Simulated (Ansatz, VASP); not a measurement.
## Two plane-wave programs on SiC

```
CELL_PARAMETERS angstrom
0.00000 2.16451 2.16451
2.16451 0.00000 2.16451
2.16451 2.16451 0.00000
ATOMIC_POSITIONS crystal
Si 0.00000 0.00000 0.00000
C 0.25000 0.25000 0.25000
```

Alike in both runs: functional LDA; k mesh 8 × 8 × 8; no spin polarisation.

Ansatz relaxed the structure, and its values are those at the end. VASP's run is a single point on that final structure, the one shown.

|  | VASP | Ansatz |
| --- | --- | --- |
| version | VASP 6.6.1 | Ansatz 0.2.0 |
| potentials or method | VASP PAW LDA potentials, release 64 (Si, C) | scalar-relativistic, plane waves, PAW |
| plane-wave cutoff (eV) | 520 | 560 |
| occupations | gaussian, width 0.01 eV | fixed |
| valence electrons in the cell | 8 | 8 |

|  | VASP | Ansatz | Ansatz less VASP |
| --- | --- | --- | --- |
| gap on the k mesh at the Fermi level (eV) | 1.29 | 1.30 | +0.013 |
| least direct gap on the mesh (eV) | 4.52 | 4.53 | +0.013 |
| pressure (GPa) | 0.4 | 0.0 | -0.40 |

A k mesh can miss the band edges. A hybrid or GW would open this gap; LDA tends to underestimate it.
